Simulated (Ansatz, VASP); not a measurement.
## One calculation of Rh, two programs

Contents of INCAR:

```
SYSTEM = Rh
  PREC = Accurate
  ENCUT = 520
  EDIFF = 1E-6
  ISMEAR = -1
  SIGMA = 0.08
  LREAL = .FALSE.
  LASPH = .TRUE.
  NELM = 80
  ALGO = Normal
  ISIF = 2
  LWAVE = .FALSE.
  LCHARG = .TRUE.
  GGA = PE
  LELF = .TRUE.
  LVHAR = .TRUE.
  NBANDS = 30
```

KPOINTS

```
regular mesh
0
G
  8 8 11
  0 0 0
```

The input POSCAR:

```
Rh
1.0
    4.0092286748      0.0000000000      0.0000000000
   -2.0046143374      3.4720938819      0.0000000000
    0.0000000000      0.0000000000      2.4297879265
Rh
3
Direct
    0.0000000000      0.0000000000      0.0000000000
    0.3333333333      0.6666666667      0.5000000000
    0.6666666667      0.3333333333      0.5000000000
```

Input for Ansatz:

```yaml
crystal:
  lattice:
    - [4.0092286748, 0.0, 0.0]
    - [-2.0046143374, 3.4720938819, 0.0]
    - [0.0, 0.0, 2.4297879265]
  atoms:
    - { symbol: Rh, position: [0.0, 0.0, 0.0] }
    - { symbol: Rh, position: [0.3333333333, 0.6666666667, 0.5] }
    - { symbol: Rh, position: [0.6666666667, 0.3333333333, 0.5] }
kpoints:
  mp_grid: { grid: [8, 8, 11] }
scf:
  occupations: { method: fermi_dirac, width: 0.08 }
hamiltonian:
  xc: pbe
  pseudopotentials: { kind: paw }
output:
  forces: true
  stress: true
  eigenvalues: true
  populations: true
  write_density: true
  write_potential: true
  elf: true
  volumetric_format: npy
```

Change from the starting cell: volume scaled by 0.78, PAW files.

Alike in both runs: task single point; functional PBE; k mesh 8 × 8 × 11; occupations fermi-dirac, width 0.08 eV; no spin polarisation.

|  | VASP | Ansatz |
| --- | --- | --- |
| version | VASP 6.6.1 | Ansatz 0.2.0 |
| potentials or method | VASP PAW PBE potentials, release 64 (Rh_pv) | PAW with Ansatz's default frozen-core files, scalar-relativistic |
| plane-wave cutoff (eV) | 520 | 420 |
| valence electrons in the cell | 45 | 51 |

```csv
,VASP,Ansatz,Ansatz less VASP
pressure (GPa),111.5,110.9,-0.53
largest component of the traceless stress (GPa),0.13,0.02,-0.108
```

With one functional, cell and mesh, what is left measures potentials, basis and numerics. The two sets of potentials don't hold the same shells in valence.

Caveats: the cell as given lies far from equilibrium; so large a pressure means that the cell lies far from this level's equilibrium, or that cutoff or potentials fall short (VASP).
